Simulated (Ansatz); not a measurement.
**KBr: the band gap up the ladder of functionals**

The task here is to estimate one member of a computed series from the others.

Program: Ansatz 0.2.0. PAW datasets, plane waves. No spin polarisation and no zero-point or thermal motion.

### The structure to begin with

The cell was relaxed beforehand with r2SCAN.

Space group Fm-3m (No. 225), cubic; a = 6.605 Å in the conventional setting, 36.02 Å³ an atom. K has 6 Br at 3.30 Å; Br has 6 K at 3.30 Å.

Structure file:

```
K Br
1.0
     0.00000    3.30244    3.30244
     3.30244    0.00000    3.30244
     3.30244    3.30244    0.00000
K Br
1 1
Direct
  0.00000 0.00000 0.00000
  0.50000 0.50000 0.50000
```

The first run:

The input, input.yaml:

```yaml
crystal:
  lattice:
    - [0.0, 3.3024387198, 3.3024387198]
    - [3.3024387198, 0.0, 3.3024387198]
    - [3.3024387198, 3.3024387198, 0.0]
  atoms:
    - { symbol: K, position: [0.0, 0.0, 0.0] }
    - { symbol: Br, position: [0.5, 0.5, 0.5] }
kpoints:
  mp_grid: { grid: [6, 6, 6] }
  band_path:
    path:
      - [[0.0, 0.0, 0.0], [0.5, 2.540983051808e-34, 0.5], [0.625, 0.25, 0.625]]
      - [[0.375, 0.375, 0.75], [0.0, 0.0, 0.0], [0.5, 0.5, 0.5], [0.5, 0.25, 0.75], [0.5, 2.540983051808e-34, 0.5]]
    npoints: 10
hamiltonian:
  xc: pbe
scf:
  occupations: { method: fermi_dirac, width: 0.02 }
  n_extra_bands: 4
output:
  forces: true
  stress: true
  eigenvalues: true
```

On the command line:

```sh
ansatz run input.yaml --threads 2 --pin off --max-ram 4608MiB --backend cpu --events-out ev --progress --plain --runs-dir out
```

Steps of the session up to this table: PBE band path; r2SCAN; Single point with HSE06; PBE+SOC; Single point with PBE0; LDA at the same geometry; G0W0 on PBE; Single point with DDH-PBE0; HSE06+SOC at the same geometry; r2SCAN0; LC-ωPBE at the same geometry.

One table of the session follows, with a row left open; its other results are not shown here.

| level | gap (eV) |
| --- | --- |
| PBE | 4.43 |
| r2SCAN | 5.07 |
| HSE06 | 5.60 |
| PBE+SOC | 4.27 |
| PBE0 | 6.31 |
| LDA | 4.02 |
| G0W0@PBE (215 empty bands) | 6.93 |
| G0W0@PBE (533 empty bands) | 7.06 |
| DDH-PBE0 | 7.41 |
| HSE06+SOC | 5.42 |
| r2SCAN0 | ? |
| LC-ωPBE | 10.72 |

Estimate the missing values for r2SCAN0.

**Answer.** gap (eV): 6.64. In the column «gap (eV)» it lies between PBE0 (6.31) and G0W0@PBE (215 empty bands) (6.93).

Meshes: PBE 6×6×6, r2SCAN 6×6×6, HSE06 4×4×4, PBE+SOC 6×6×6, PBE0 4×4×4, LDA 6×6×6, DDH-PBE0 4×4×4, HSE06+SOC 4×4×4, r2SCAN0 4×4×4, LC-ωPBE 4×4×4.

LDA gives the least gap, 4.02 eV, and LC-ωPBE the largest, 10.72 eV. Against G0W0@PBE, PBE is short by 2.63 eV, at 63 % of it, and r2SCAN 72 %. PBE0 lies 0.71 eV above HSE06, which differs from it by screening the long-range exchange. G0W0 here is at a finite number of bands, screening cutoff and k mesh, not at the basis limit.

Limits of these values: Warnings in the runs' records: stress scf threshold loose, stress exchange threshold loose.
